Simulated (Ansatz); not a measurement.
Write a Python script for the Python package of Ansatz (0.2.0) that makes an optical spectrum of InP, space group F-43m. Level of theory: PBEsol, PAW, the default cutoff (420 eV here), 6×6×6 k-points, fixed occupations.

Contents of `inp.cif`:
```cif
data_InP
_cell_length_a 4.144353
_cell_length_b 4.144353
_cell_length_c 4.144353
_cell_angle_alpha 60.00000
_cell_angle_beta 60.00000
_cell_angle_gamma 60.00000
_symmetry_space_group_name_H-M 'P 1'
_symmetry_Int_Tables_number 1
loop_
_symmetry_equiv_pos_as_xyz
'x, y, z'
loop_
_atom_site_label
_atom_site_type_symbol
_atom_site_fract_x
_atom_site_fract_y
_atom_site_fract_z
In1 In    0.000000    0.000000    0.000000
P2 P    0.250000    0.250000    0.250000
```

Script `optics_inp.py`:
```python
"""Independent-particle optical spectrum of InP."""

import ansatz
from ase.io import read
import numpy as np

KMESH = (6, 6, 6)
XC = "pbesol"
OCCUPATIONS = "fixed"

atoms = read("inp.cif")
structure = ansatz.Crystal.from_ase(atoms)

base = (
    structure.calculation()
    .kpoints(mesh=KMESH)
    .functional(XC)
    .occupations(OCCUPATIONS)
    .optics(energy_step=0.05, nscf_kmesh=(8, 8, 8), broadening_width=0.2)
)
outcome = base.run(threads=1, backend="cpu")
spectra = outcome.optics()
energy, filling = np.asarray(spectra.photon_energy_ev), spectra.band_filling
gapped = filling.kind == "insulating"
eps1 = np.asarray(filling.eps1 if gapped else filling.eps1_interband)[:3].mean(axis=0)
eps2 = np.asarray(filling.eps2 if gapped else filling.eps2_interband)[:3].mean(axis=0)
print("filling:", filling.kind, "- valid up to", round(spectra.valid_up_to_ev, 2), "eV,", spectra.n_bands, "bands")
top = min(12, spectra.valid_up_to_ev)
# mean of xx, yy and zz; between bands only where the bands are partly filled
print("E (eV)    eps1      eps2")
for e in np.arange(0.5, top + 0.01, 0.5):
    print(f"{e:5.1f} {np.interp(e, energy, eps1):9.3f} {np.interp(e, energy, eps2):9.3f}")
if gapped:
    print("eps_inf, bands beyond those summed included:", np.round(filling.eps_inf[:3], 3))
print("f-sum electrons:", np.round(filling.get("f_sum_n_eff"), 3))
```

Output of `python optics_inp.py`:
```text
DeckWarning: basis.ecutwfc = 420 eV, auto-derived from the records' recommended cutoffs: set by In (normal level)
filling: insulating - valid up to 3.41 eV, 13 bands
E (eV)    eps1      eps2
  0.5    12.328     0.180
  1.0    12.715     1.526
  1.5    13.360     2.245
  2.0    15.719     3.901
  2.5    13.983    11.960
  3.0     9.376     9.847
eps_inf, bands beyond those summed included: [12.042 12.042 12.042]
f-sum electrons: [7.29 7.29 7.29]
```
(Warnings from the package without file and line.)

Of the deposited cell: the entry's cell lengths or inner coordinates differ somewhat from later room-temperature determinations. The structure is a deposited one; some such entries were measured under pressure or heat, so a shift against it needn't be the functional's error alone. Independent-particle spectra on Kohn-Sham bands hold no excitons, and semilocal gaps are too small. By the engine's processor time: 7 s on 1 thread of Intel(R) Xeon(R) Processor @ 2.30GHz, with other jobs on the host, peak memory 0.6 GiB.
